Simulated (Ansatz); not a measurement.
# KBr: the cost of one run

Computed with Ansatz 0.2.0 (DFT PBE, scalar-relativistic, plane waves, PAW, unless a step's input says otherwise).

The COD entry's cell or inner coordinates are ideal or old and differ from later refinements, so a difference from it is no clean test against experiment.

## (1) The starting structure

The structure is cubic, space group Fm-3m (No. 225). Conventional cell: a = 6.585 Å, b = 6.585 Å, c = 6.585 Å, α = 90.00°, β = 90.00°, γ = 90.00°. K (site symmetry m-3m) is surrounded by 6 Br at 3.29 Å. Around Br (site symmetry m-3m) lie 6 K at 3.29 Å.

Coordinates:

```cif
data_structure
_symmetry_space_group_name_H-M 'P 1'
_symmetry_Int_Tables_number 1
_cell_length_a 9.3126
_cell_length_b 9.3126
_cell_length_c 9.3126
_cell_angle_alpha 60.000
_cell_angle_beta 60.000
_cell_angle_gamma 60.000
_cell_volume 571.08
loop_
_atom_site_label
_atom_site_type_symbol
_atom_site_fract_x
_atom_site_fract_y
_atom_site_fract_z
_atom_site_occupancy
K1 K 0.00000 0.00000 0.00000 1
K2 K 0.00000 0.00000 0.50000 1
K3 K 0.00000 0.50000 0.00000 1
K4 K 0.00000 0.50000 0.50000 1
K5 K 0.50000 0.00000 0.00000 1
K6 K 0.50000 0.00000 0.50000 1
K7 K 0.50000 0.50000 0.00000 1
K8 K 0.50000 0.50000 0.50000 1
Br1 Br 0.25000 0.25000 0.25000 1
Br2 Br 0.25000 0.25000 0.75000 1
Br3 Br 0.25000 0.75000 0.25000 1
Br4 Br 0.25000 0.75000 0.75000 1
Br5 Br 0.75000 0.25000 0.25000 1
Br6 Br 0.75000 0.25000 0.75000 1
Br7 Br 0.75000 0.75000 0.25000 1
Br8 Br 0.75000 0.75000 0.75000 1
```

The cell is taken as given, not relaxed at this level.

## (2) Reference: the perfect supercell

The input, input.yaml:

```yaml
crystal:
  lattice:
    - [0.0, 6.585, 6.585]
    - [6.585, 0.0, 6.585]
    - [6.585, 6.585, 0.0]
  atoms:
    - { symbol: K, position: [0.0, 0.0, 0.0] }
    - { symbol: K, position: [0.0, 0.0, 0.5] }
    - { symbol: K, position: [0.0, 0.5, 0.0] }
    - { symbol: K, position: [0.0, 0.5, 0.5] }
    - { symbol: K, position: [0.5, 0.0, 0.0] }
    - { symbol: K, position: [0.5, 0.0, 0.5] }
    - { symbol: K, position: [0.5, 0.5, 0.0] }
    - { symbol: K, position: [0.5, 0.5, 0.5] }
    - { symbol: Br, position: [0.25, 0.25, 0.25] }
    - { symbol: Br, position: [0.25, 0.25, 0.75] }
    - { symbol: Br, position: [0.25, 0.75, 0.25] }
    - { symbol: Br, position: [0.25, 0.75, 0.75] }
    - { symbol: Br, position: [0.75, 0.25, 0.25] }
    - { symbol: Br, position: [0.75, 0.25, 0.75] }
    - { symbol: Br, position: [0.75, 0.75, 0.25] }
    - { symbol: Br, position: [0.75, 0.75, 0.75] }
  symmetry: { detect: false }
basis:
  ecutwfc: 420
kpoints:
  mp_grid: { grid: [2, 2, 2], shift: [0.5, 0.5, 0.5] }
hamiltonian:
  xc: pbe
scf:
  occupations: { method: gaussian, width: 0.1 }
output:
  forces: true
  stress: true
  eigenvalues: true
```

Command:

```
$ ansatz run input.yaml --threads 4 --pin off --max-ram 5120MiB --backend cpu --events-out ev --progress --plain --runs-dir out
```

What time and memory should one allow on 4 threads of Arm Neoverse N1, shared host?

About 7.8 s, with a peak of 1.1 GiB.
